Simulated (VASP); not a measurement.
Input of a VASP 6.6.1 run:

File INCAR:

```
  PREC = Accurate
  ENCUT = 600
  EDIFF = 1E-7
  ISMEAR = 1
  SIGMA = 0.1
  LREAL = False
  LASPH = True
  NELM = 80
  ALGO = Normal
  ISIF = 2
  LWAVE = False
  LCHARG = False
  GGA = PS
  IBRION = 2
  NSW = 40
  EDIFFG = -0.01
  KPAR = 4
```

The input KPOINTS:

```
Automatic mesh
0
Gamma
  8 8 8
```

The input POSCAR:

```
SiNi                                    
1.0
    4.4987609176      0.0000000000      0.0000000000
    0.0000000000      4.4987609176      0.0000000000
    0.0000000000      0.0000000000      4.4987609176
  Si              Ni            
     4     4
Direct
     0.6535664262414521    0.1535664262414521    0.3464335737585479
     0.1535664262414521    0.3464335737585479    0.6535664262414521
     0.3464335737585479    0.6535664262414521    0.1535664262414521
     0.8464335737585479    0.8464335737585479    0.8464335737585479
     0.3508353380888019    0.8508353380888019    0.6491646619111981
     0.8508353380888019    0.6491646619111981    0.3508353380888019
     0.6491646619111981    0.3508353380888019    0.8508353380888019
     0.1491646619111981    0.1491646619111981    0.1491646619111981
```

Potentials or basis: VASP PAW PBE potentials, release 64 (Si, Ni).

Run with:

```console
$ cat potpaw_PBE.64/Si/POTCAR potpaw_PBE.64/Ni/POTCAR > POTCAR
$ mpirun -np 4 vasp_std > vasp.out
```

What does it give for the band gap on the k mesh?

None (metal or under the smearing width).

Estimate the energy gained by relaxing.

0.0 meV/atom.

Step by step:
```tsv
step	energy change (eV)	largest force (eV/Å)	pressure (GPa)
1	0.0000	0.0184	-3.78
2	-0.0001	0.0144	-3.77
3	-0.0002	0.0040	-3.73
```

Caveat: the PAW data sets were made with another functional, which shifts forces and pressure a little. Spin polarisation is off, so any magnetic state and its effect on volume and gap are missing.
